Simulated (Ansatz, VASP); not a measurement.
**One calculation of LiF, two programs**

```
Li F
1.0
     0.00000    2.03430    2.03430
     2.03430    0.00000    2.03430
     2.03430    2.03430    0.00000
Li F
1 1
Cartesian
  2.0343 2.0343 2.0343
  0.0000 0.0000 0.0000
```

The cell was built by a generator and needn't be a form met in nature.

Alike in both runs: task single point; functional PBE; k mesh 10 × 10 × 10; occupations gaussian, width 0.02 eV; no spin polarisation.

```csv
,VASP,Ansatz
version,VASP 6.6.1,Ansatz 0.2.0
potentials or method,"VASP PAW PBE potentials, release 64 (Li_sv, F)","scalar-relativistic, plane waves, PAW"
plane-wave cutoff (eV),520,420
valence electrons in the cell,10,10
```

|  | VASP | Ansatz | Ansatz less VASP |
| --- | --- | --- | --- |
| gap on the k mesh at the Fermi level (eV) | 8.83 | 8.83 | +0.002 |
| least direct gap on the mesh (eV) | 8.83 | 8.83 | +0.002 |

With one functional, cell and mesh, what is left measures potentials, basis and numerics.

 A k mesh can miss the band edges. PBE gaps usually lie below the measured ones, often by a third to a half.
